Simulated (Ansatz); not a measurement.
A run of Ansatz 0.2.0 is set up as follows.

File input.yaml:

```yaml
crystal:
  lattice:
    - [0.0, 3.611146, 3.611146]
    - [3.611146, 0.0, 3.611146]
    - [3.611146, 3.611146, 0.0]
  atoms:
    - { symbol: Te, position: [0.25, 0.25, 0.25] }
    - { symbol: Sn, position: [0.0, 0.0, 0.0] }
kpoints:
  mp_grid: { grid: [7, 7, 7] }
  band_path:
    path:
      - [0.0, 0.0, 0.0]
      - [0.5, 0.0, 0.5]
      - [0.5, 0.25, 0.75]
      - [0.375, 0.375, 0.75]
      - [0.0, 0.0, 0.0]
      - [0.5, 0.5, 0.5]
      - [0.625, 0.25, 0.625]
      - [0.5, 0.25, 0.75]
    npoints: 10
scf:
  occupations: { method: fermi_dirac, width: 0.05 }
hamiltonian:
  xc: lda
  pseudopotentials: { kind: all_electron, lapw: { basis_error: 0.001 } }
output:
  forces: true
  stress: true
  eigenvalues: true
```

Potentials or basis: all-electron LAPW, scalar-relativistic.

Run with:

```bash
$ ansatz run input.yaml --threads 1 --pin off --max-ram 3072MiB --backend cpu --events-out ev --progress --plain --runs-dir out
```

(1) Predict the pressure.

(2) Estimate the band gap along the path.

Answers

(1) -2.2 GPa.

(2) none (metal or under the smearing width).

Caveat: spin-orbit coupling is left out, which moves the levels of the heavy elements.
